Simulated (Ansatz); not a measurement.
Input deck for Ansatz 0.2.0, then the block of the output on the nuclei.

The start is a COD entry (perhaps calculated rather than measured).

```yaml
crystal:
  lattice:
    - [-2.37405, 2.37405, 3.744]
    - [2.37405, -2.37405, 3.744]
    - [2.37405, 2.37405, -3.744]
  atoms:
    - { symbol: Si, position: [0.0, 0.0, 0.0] }
    - { symbol: Si, position: [0.75, 0.25, 0.5] }
    - { symbol: O, position: [0.99838, 0.625, 0.87338] }
    - { symbol: O, position: [0.375, 0.24838, 0.37338] }
    - { symbol: O, position: [0.75162, 0.125, 0.12662] }
    - { symbol: O, position: [0.875, 0.00162, 0.62662] }
kpoints:
  mp_grid: { grid: [6, 6, 6] }
scf:
  occupations: { method: fermi_dirac, width: 0.02 }
hamiltonian:
  xc: pbe
  pseudopotentials: { kind: paw }
output:
  forces: true
  stress: true
  populations: true
  efg: { quadrupole_moments_barn: { O: -0.02558 }, contact_densities: true }
  write_density: true
  write_potential: true
  elf: true
  volumetric_format: npy
relax:
  f_tol: 0.02
  max_steps: 60
```

```sh
ansatz run input.yaml --threads 1 --pin off --max-ram 3072MiB --backend cpu --events-out ev --progress --plain --runs-dir out
```

The run relaxes the ions first, and the block belongs to the relaxed positions.

Of the output, the block on the nuclei alone is shown; the set-up, the SCF iterations, energies, forces and stress are cut.

```
--- PAW observables at the nuclei: V_zz in 10²¹ V/m², potentials from the cell's mean, atoms counted from 1 ---
  atom   1  Si V_zz =    -0.567053   η = 0.0000   by run symmetry: allowed
            electrostatic potential = -1353.765945 V   contact ρ = 12801.664163 e/Å³
  atom   2  Si V_zz =    -0.567053   η = 0.0000   by run symmetry: allowed
            electrostatic potential = -1353.765945 V   contact ρ = 12801.664163 e/Å³
  atom   3  O  V_zz =    +8.974179   η = 0.3377   by run symmetry: allowed   C_q = -5.5507 MHz
            electrostatic potential = -618.126151 V   contact ρ = 2154.076144 e/Å³
  atom   4  O  V_zz =    +8.974179   η = 0.3377   by run symmetry: allowed   C_q = -5.5507 MHz
            electrostatic potential = -618.126151 V   contact ρ = 2154.076144 e/Å³
  atom   5  O  V_zz =    +8.974179   η = 0.3377   by run symmetry: allowed   C_q = -5.5507 MHz
            electrostatic potential = -618.126151 V   contact ρ = 2154.076144 e/Å³
  atom   6  O  V_zz =    +8.974179   η = 0.3377   by run symmetry: allowed   C_q = -5.5507 MHz
            electrostatic potential = -618.126151 V   contact ρ = 2154.076144 e/Å³
```

The relaxation (4 steps) took 8.8 s of wall time (8.7 s of CPU time) and 0.43 GiB at its peak, on 1 thread of Intel Xeon 6975P-C (Granite Rapids) (x86_64; 16 cores open to the job, memory cap 3.0 GiB, no GPU), a shared host with a load of 0.4 a core.
